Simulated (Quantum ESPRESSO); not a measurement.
## PtSe2 (Sudovikovite) in Quantum ESPRESSO: the effect of target pressure

PtSe2 (Sudovikovite):

```xyz
3
Lattice="3.7240 0.0000 0.0000 -1.8620 3.2251 0.0000 0.0000 0.0000 5.0620" Properties=species:S:1:pos:R:3 pbc="T T T"
Pt    0.0000    0.0000    0.0000
Se    1.8620    1.0750    3.7965
Se    0.0000    2.1501    1.2655
```

Alike in all runs:

| Quantity | Value |
| --- | --- |
| Program | Quantum ESPRESSO 7.5 |
| Task | phonons |
| Functional | PBEsol |
| Potentials or basis | GBRV 1.5 PBEsol |
| Cutoff | 612 eV |
| Density cutoff | 4898 eV |
| k mesh | 4 × 4 × 2, shifted |
| Occupations | fermi-dirac, width 0.05 eV |
| Spin | no spin polarisation |

Each run relaxes the cell or the atoms first.

**Question.** One run gave: relaxed volume 27.65 Å³/atom; highest phonon frequency 221 cm⁻¹. Which target pressure did it use?
A. 0 GPa
B. 15 GPa
C. 3 GPa
D. 8 GPa
E. -3 GPa

**Answer.** E.

```csv
target pressure,relaxed volume (Å³/atom),highest phonon frequency (cm⁻¹)
-3 GPa,27.65,221
0 GPa,19.90,209
3 GPa,19.09,213
8 GPa,18.12,224
15 GPa,17.15,239
```

Caveats: all runs use coarse meshes; the layers were relaxed without a dispersion term, so their spacing and the soft interlayer modes are unreliable; the mesh is thin for the phonons of a metal (some runs); the volume moved by over 15 % at a fixed basis, so the end points are rough (some runs); the cell is more than 3 GPa from zero pressure, which shifts response properties (some runs); this functional lacks dispersion, which binds the layers, so the pressure and a relaxed spacing across them are unreliable, and here the layers came unbound (some runs).
